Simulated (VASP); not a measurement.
# SiC in VASP: one cell, several levels of theory

SiC built on the zincblende prototype, under -3.0 % equal strain in all directions is computed at one geometry. Runs: PBE, r2SCAN.

The runs shown are made with VASP 6.6.1. PAW datasets, plane waves. The values are computed, spin-unpolarised, and not measurements.

## Step 1: The system as given

The cell comes from an earlier relaxation with r2SCAN in another program.

The symmetry is F-43m (No. 216, cubic); conventional cell a = 4.225 Å, 9.43 Å³ an atom. Near Si stand 4 C at 1.83 Å; near C stand 4 Si at 1.83 Å.

The structure in full:

```xyz
2
Lattice="0.0000 2.1127 2.1127 2.1127 0.0000 2.1127 2.1127 2.1127 0.0000" Properties=species:S:1:pos:R:3 pbc="T T T"
Si    0.0000    0.0000    0.0000
C     1.0564    1.0564    1.0564
```

## Step 2: Single point with PBE

INCAR reads:

```
ENCUT = 520.000000
SIGMA = 0.020000
EDIFF = 1.00e-07
GGA = PE
PREC = Accurate
IBRION = -1
ISIF = 2
ISMEAR = -1
NBANDS = 11
NELM = 120
NSW = 0
LASPH = .TRUE.
LCHARG = .TRUE.
LELF = .TRUE.
LWAVE = .FALSE.
LREAL = .FALSE.
```

KPOINTS reads:

```
KPOINTS created by Atomic Simulation Environment
0
Gamma
10 10 10
0 0 0
```

KPOINTS_OPT reads:

```
special points
7
Reciprocal
0.0000000000 0.0000000000 0.0000000000 1
-0.5000000000 -0.5000000000 0.0000000000 1
-0.3750000000 -0.3750000000 0.2500000000 1
-0.3750000000 0.0000000000 0.3750000000 1
0.0000000000 0.0000000000 0.5000000000 1
-0.5000000000 -0.2500000000 0.2500000000 1
0.0000000000 0.5000000000 0.5000000000 1
```

POSCAR reads:

```
Si C
 1.0000000000000000
     0.0000000000000000    2.1127107805000001    2.1127107805000001
     2.1127107805000001    0.0000000000000000    2.1127107805000001
     2.1127107805000001    2.1127107805000001    0.0000000000000000
 Si  C
   1   1
Cartesian
  0.0000000000000000  0.0000000000000000  0.0000000000000000
  1.0563553902500000  1.0563553902500000  1.0563553902500000
```

The run uses the recommended PBE PAW datasets (8 valence electrons a neutral cell).

Run with:

```
> mpirun -np 1 vasp_std
```

Printed to the terminal (iteration lines stand in OSZICAR):

```text
POSCAR found type information on POSCAR SiC
 POSCAR found :  2 types and       2 ions
 LDA part: xc-table for (Slater+PW92), standard interpolation
 POSCAR, INCAR and KPOINTS ok, starting setup
 FFT: planning ... GRIDC
 FFT: planning ... GRID_SOFT
 FFT: planning ... GRID
 WAVECAR not read
 entering main loop
 Start KPOINTS_OPT (optional k-point list driver)
k-point batch [1-7\7]
```

OSZICAR:

```text
N       E                     dE             d eps       ncg     rms          rms(c)
DAV:   1     0.436031246684E+01    0.43603E+01   -0.40769E+03  1082   0.620E+02
DAV:   2    -0.163761862771E+02   -0.20736E+02   -0.19634E+02  1311   0.113E+02
DAV:   3    -0.170170953970E+02   -0.64091E+00   -0.63979E+00  1284   0.164E+01
DAV:   4    -0.170192187981E+02   -0.21234E-02   -0.21233E-02  1174   0.123E+00
DAV:   5    -0.170192268270E+02   -0.80288E-05   -0.80288E-05  1282   0.692E-02    0.985E+00
DAV:   6    -0.149797563817E+02    0.20395E+01   -0.66577E+00  1145   0.120E+01    0.446E+00
DAV:   7    -0.148967394036E+02    0.83017E-01   -0.51139E-01  1225   0.403E+00    0.197E+00
DAV:   8    -0.148882561891E+02    0.84832E-02   -0.21371E-02  1151   0.983E-01    0.170E-01
DAV:   9    -0.148883751404E+02   -0.11895E-03   -0.13708E-03  1275   0.221E-01    0.117E-01
DAV:  10    -0.148884698747E+02   -0.94734E-04   -0.18514E-04  1162   0.862E-02    0.257E-02
DAV:  11    -0.148884714947E+02   -0.16200E-05   -0.28628E-05  1235   0.293E-02    0.643E-03
DAV:  12    -0.148884718578E+02   -0.36305E-06   -0.13197E-06  1202   0.705E-03    0.119E-03
DAV:  13    -0.148884718929E+02   -0.35162E-07   -0.56654E-08   815   0.175E-03
   1 F= -.14888472E+02 E0= -.14888472E+02  d E =-.130211E-12
       N       E                     dE             ncg
DAV:   1     0.777848690322E+03   -0.18744E+04      154
DAV:   2     0.653316620213E+03   -0.12453E+03      205
DAV:   3     0.649966569433E+03   -0.33501E+01      204
DAV:   4     0.649956190693E+03   -0.10379E-01      181
DAV:   5     0.649956150341E+03   -0.40351E-04      206
DAV:   6     0.649956150112E+03   -0.22895E-06      181
DAV:   7     0.649956150111E+03   -0.12999E-08      200
```

The lines after F= are the extra pass for the points of KPOINTS_OPT, at fixed density; their E is not a total energy.

From OUTCAR:

```text
k-points           NKPTS =     47   k-points in BZ     NKDIM =     47   number of bands    NBANDS=     11

   NELECT =       8.0000    total number of electrons

   dimension x,y,z NGX =    24 NGY =   24 NGZ =   24
   dimension x,y,z NGXF=    48 NGYF=   48 NGZF=   48

  energy-cutoff  :      520.00
  volume of cell :       18.86
      direct lattice vectors                 reciprocal lattice vectors
     0.000000000  2.112710781  2.112710781    -0.236662777  0.236662777  0.236662777
     2.112710781  0.000000000  2.112710781     0.236662777 -0.236662777  0.236662777
     2.112710781  2.112710781  0.000000000     0.236662777  0.236662777 -0.236662777

 k-points in reciprocal lattice and weights: KPOINTS created by Atomic Simulation Env
   0.00000000  0.00000000  0.00000000       0.001
   0.10000000  0.00000000  0.00000000       0.008
   0.20000000  0.00000000  0.00000000       0.008
   0.30000000  0.00000000  0.00000000       0.008
   0.40000000  0.00000000  0.00000000       0.008
   0.50000000  0.00000000  0.00000000       0.004
   0.10000000  0.10000000  0.00000000       0.006
   0.20000000  0.10000000  0.00000000       0.024
[... 39 more k-points ...]

 E-fermi :   9.6610

 k-point     1 :       0.0000    0.0000    0.0000
  band No.  band energies     occupation
      1      -6.9685      2.00000
      2       9.1807      2.00000
      3       9.1807      2.00000
      4       9.1807      2.00000
      5      16.5116      0.00000
      6      17.1643      0.00000
      7      17.1643      0.00000
      8      17.1643      0.00000
      9      24.2464      0.00000
     10      24.2464      0.00000
     11      27.1432      0.00000

 k-point     2 :       0.1000    0.0000    0.0000
  band No.  band energies     occupation
      1      -6.7584      2.00000
      2       8.1574      2.00000
      3       9.0453      2.00000
      4       9.0453      2.00000
      5      16.6001      0.00000
      6      17.4210      0.00000
      7      17.4210      0.00000
      8      17.6021      0.00000
      9      23.2197      0.00000
     10      23.2197      0.00000
     11      26.2674      0.00000

 k-point     3 :       0.2000    0.0000    0.0000
  band No.  band energies     occupation
      1      -6.1362      2.00000
      2       5.9499      2.00000
      3       8.7339      2.00000
      4       8.7339      2.00000
      5      16.2195      0.00000
      6      17.7537      0.00000
      7      17.7537      0.00000
      8      18.8627      0.00000
      9      22.5374      0.00000
     10      22.5374      0.00000
     11      25.3653      0.00000

 k-point     4 :       0.3000    0.0000    0.0000
  band No.  band energies     occupation
      1      -5.1360      2.00000
      2       3.4997      2.00000
      3       8.4126      2.00000
      4       8.4126      2.00000
      5      15.8163      0.00000
      6      17.4784      0.00000
      7      17.4784      0.00000
      8      19.6872      0.00000
      9      23.5256      0.00000
     10      23.5256      0.00000
     11      25.2739      0.00000

 k-point     5 :       0.4000    0.0000    0.0000
  band No.  band energies     occupation
      1      -3.8795      2.00000
      2       1.2862      2.00000
      3       8.1902      2.00000
      4       8.1902      2.00000
      5      15.5607      0.00000
      6      16.9949      0.00000
      7      16.9949      0.00000
      8      19.8057      0.00000
      9      25.6645      0.00000
     10      25.6645      0.00000
     11      26.0430      0.00000

 k-point     6 :       0.5000    0.0000    0.0000
  band No.  band energies     occupation
      1      -3.0442      2.00000
      2       0.1202      2.00000
      3       8.1123      2.00000
      4       8.1123      2.00000
      5      15.4767      0.00000
      6      16.7933      0.00000
      7      16.7933      0.00000
      8      19.7542      0.00000
      9      26.5652      0.00000
     10      27.4103      0.00000
     11      27.4104      0.00000

 k-point     7 :       0.1000    0.1000    0.0000
  band No.  band energies     occupation
      1      -6.6883      2.00000
      2       8.4538      2.00000
      3       8.6844      2.00000
      4       8.6844      2.00000
      5      16.2993      0.00000
      6      17.2670      0.00000
      7      17.9132      0.00000
      8      17.9132      0.00000
      9      21.7240      0.00000
     10      24.5606      0.00000
     11      27.7729      0.00000

 k-point     8 :       0.2000    0.1000    0.0000
  band No.  band energies     occupation
      1      -6.2033      2.00000
      2       6.7226      2.00000
      3       8.2356      2.00000
      4       8.5616      2.00000
      5      15.8912      0.00000
      6      17.5679      0.00000
      7      18.4494      0.00000
      8      18.5565      0.00000
      9      21.1406      0.00000
     10      24.2438      0.00000
     11      26.9279      0.00000

 k-point     9 :       0.3000    0.1000    0.0000
  band No.  band energies     occupation
      1      -5.3268      2.00000
      2       4.3938      2.00000
      3       7.8861      2.00000
      4       8.1912      2.00000
      5      15.5694      0.00000
      6      17.5649      0.00000
      7      18.5610      0.00000
      8      18.8247      0.00000
      9      22.1929      0.00000
     10      24.7686      0.00000
     11      26.3655      0.00000

 k-point    10 :       0.4000    0.1000    0.0000
  band No.  band energies     occupation
      1      -4.1365      2.00000
      2       2.1083      2.00000
      3       7.7299      2.00000
      4       7.7320      2.00000
      5      15.2807      0.00000
      6      17.0635      0.00000
      7      17.9957      0.00000
      8      20.0110      0.00000
      9      23.3724      0.00000
     10      26.5300      0.00000
     11      26.8387      0.00000

 k-point    11 :       0.5000    0.1000    0.0000
  band No.  band energies     occupation
      1      -3.0089      2.00000
      2       0.4516      2.00000
      3       7.3468      2.00000
      4       7.7984      2.00000
      5      15.2655      0.00000
      6      16.7744      0.00000
      7      17.4809      0.00000
      8      20.6366      0.00000
      9      24.9840      0.00000
     10      27.4191      0.00000
     11      27.5336      0.00000

[... the tables of k-points 12 to 47 left out ...]

  Total        3.3052631      3.3052631      3.3052631      0.0000000     -0.0000000     -0.0000000
  in kB      280.7801973    280.7801973    280.7801973      0.0000000     -0.0000000     -0.0000000
  external PRESSURE =     280.7801973 kB  Pullay stress =       0.0000000 kB

 POSITION                                       TOTAL-FORCE (eV/Angst)
 -----------------------------------------------------------------------------------
      0.00000      0.00000      0.00000         0.000000      0.000000      0.000000
      1.05636      1.05636      1.05636        -0.000000     -0.000000     -0.000000
 -----------------------------------------------------------------------------------
    total drift:                                0.000000      0.000000      0.000000

  FREE ENERGIE OF THE ION-ELECTRON SYSTEM (eV)
  ---------------------------------------------------
  free  energy   TOTEN  =       -14.8884718929 eV

  energy  without entropy=      -14.8884718929  energy(sigma->0) =      -14.88847189
```

It took 8.7 s on 1 MPI rank of Intel Xeon Platinum 8488C, shared host; peak memory 0.14 GiB.

The levels at the points of KPOINTS_OPT are read from vasprun.xml.

Levels at the named points, in eV from the top of band v (v: the last filled band by count, c: the next):

| point | v−1 | v | c | c+1 |
| --- | --- | --- | --- | --- |
| Γ | 0.00 | 0.00 | 7.33 | 7.98 |
| X | -3.36 | -3.36 | 1.26 | 4.66 |
| U | -6.00 | -2.73 | 3.18 | 8.32 |
| K | -6.00 | -2.73 | 3.18 | 8.32 |
| L | -1.07 | -1.07 | 6.30 | 7.61 |
| W | -5.42 | -5.05 | 5.34 | 10.20 |

The PBE gap is 1.26 eV and indirect (Γ to X), with 4.63 eV as the least direct one. The pressure is 28.08 GPa; the forces vanish within 0.01 eV/Å.

The maps below are laid out on this run's own conventional cell (a, b, c = 4.225, 4.225, 4.225 Å).

Density in a lattice plane of the grid's cell (edges 4.23 and 4.23 Å, at 0.000 of the third edge), which holds Si.

Ten even steps from '0' (-0.19 e/Å³) to '9' (0.47 e/Å³):
```
135888765444344456788853
568999765544444556799986
889999876555455567899998
889999887666566678899998
777888988877777888988877
566678899998889999887666
455567899998889999876555
444556799986568999765544
344456788853135888765444
334456788741014788765443
344456788853135888765444
444556799986568999765544
455567899998889999876555
566678899998889999887666
777888988877777888988877
889999887666566678899998
889999876555455567899998
568999765544444556799986
135888765444344456788853
014788765443334456788741
```
Columns run along the first of these edges and rows up along the second, over one cell in 24 and 20 even steps from the bottom left corner. Atoms in the plane (fractional): Si at (0.00, 0.00), Si at (0.50, 0.50).

ELF in the same plane.

Ten even steps from '0' (0.02) to '9' (0.73):
```
012456532100000123565421
135788753210001235788753
357999865321112356899975
457999887543234578899975
446789998764446789998764
234578899975457999887543
112356899975357999865321
001235788753135788753210
000123565421012456532100
000013444210001244421000
000123565421012456532100
001235788753135788753210
112356899975357999865321
234578899975457999887543
446789998764446789998764
457999887543234578899975
357999865321112356899975
135788753210001235788753
012456532100000123565421
001244421000000013444210
```
Columns run along the first of these edges and rows up along the second, over one cell in 24 and 20 even steps from the bottom left corner. Atoms in the plane (fractional): Si at (0.00, 0.00), Si at (0.50, 0.50).

Both are smooth fields of the valence electrons: close to the nuclei they are not physical.

Maxima of ELF outside the ion cores: 0.93 on the C–Si line, 0.8 Å from C.

[end of part 1 of 2]
